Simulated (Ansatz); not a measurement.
# Li2O: relaxation and properties

One table from this session's results is given with a row withheld; the runs are named, their logs left out.

Computed with Ansatz 0.2.0 (DFT r2SCAN, scalar-relativistic, plane waves, PAW, unless a step's input says otherwise).

**Starting point**

It takes space group Fm-3m (No. 225, cubic). Conventional cell: a = 4.610 Å, b = 4.610 Å, c = 4.610 Å, α = 90.00°, β = 90.00°, γ = 90.00°. Li (site symmetry -43m) has 4 O at 2.00 Å as nearest neighbours. O (site symmetry m-3m) is surrounded by 8 Li at 2.00 Å.

As a file:

```
CELL_PARAMETERS angstrom
0.00000 2.30500 2.30500
2.30500 0.00000 2.30500
2.30500 2.30500 0.00000
ATOMIC_POSITIONS crystal
Li 0.25000 0.25000 0.25000
Li 0.75000 0.75000 0.75000
O 0.00000 0.00000 0.00000
```

The structure comes from the Crystallography Open Database.

Set-up of the first run:

(A quick probe on a coarse mesh, which set the mesh and smearing, is not shown.)

The input, input.yaml:

```yaml
crystal:
  lattice:
    - [0.0, 2.305, 2.305]
    - [2.305, 0.0, 2.305]
    - [2.305, 2.305, 0.0]
  atoms:
    - { symbol: Li, position: [0.25, 0.25, 0.25] }
    - { symbol: Li, position: [0.75, 0.75, 0.75] }
    - { symbol: O, position: [0.0, 0.0, 0.0] }
basis:
  ecutwfc: 500
kpoints:
  mp_grid: { grid: [8, 8, 8] }
hamiltonian:
  xc: r2scan
scf:
  occupations: { method: gaussian, width: 0.02 }
output:
  forces: true
  stress: true
  eigenvalues: true
  write_density: true
  write_potential: true
  elf: true
  volumetric_format: npy
relax:
  adjacent_minimum: "off"
  f_tol: 0.005
  max_steps: 80
  cell: { stress_tol: 0.05 }
```

Command:

```sh
$ ansatz run input.yaml --threads 1 --pin off --max-ram 2560MiB --backend cpu --events-out ev --progress --plain --runs-dir out
```

Steps of the session up to this table: Full relaxation; Static run: bands, density of states and charges; Seeking the band edges over the whole zone; Levels beside the edges; Volume × 0.97; The cell scaled to 1.03 of its volume; Volume × 0.94; Volume × 1.06.

One table of the session follows, with a row left open; its other results are not shown here.

It belongs to the step «Fit of the equation of state». 

| volume (Å³/atom) | energy above the lowest point (meV/atom) | pressure (GPa) | gap on the mesh (eV) |
| --- | --- | --- | --- |
| 7.490 | 8.6 | 6.09 | 5.90 |
| 7.729 | ? | ? | ? |
| 7.968 | 0.0 | 0.01 | 5.77 |
| 8.207 | 1.8 | -2.42 | 5.70 |
| 8.446 | 7.1 | -4.53 | 5.64 |

**Question.** Estimate the row for volume (Å³/atom) = 7.729.

Worked estimate for «energy above the lowest point (meV/atom)». A straight line through the neighbours (7.490, 8.6) and (7.968, 0.0) gives 8.6 + (0.0 − 8.6) × (7.729 − 7.490) / (7.968 − 7.490) = 4.3; a parabola fitted to 3 rows on both sides gives 2.3.

As computed: energy above the lowest point (meV/atom): 2.1; pressure (GPa): 2.82; gap on the mesh (eV): 5.83. In «energy above the lowest point (meV/atom)» the line misses by +2.2 and the parabola by +0.2.

Limits of these values: The start is a reported cell, which holds thermal expansion that this zero-temperature run lacks.
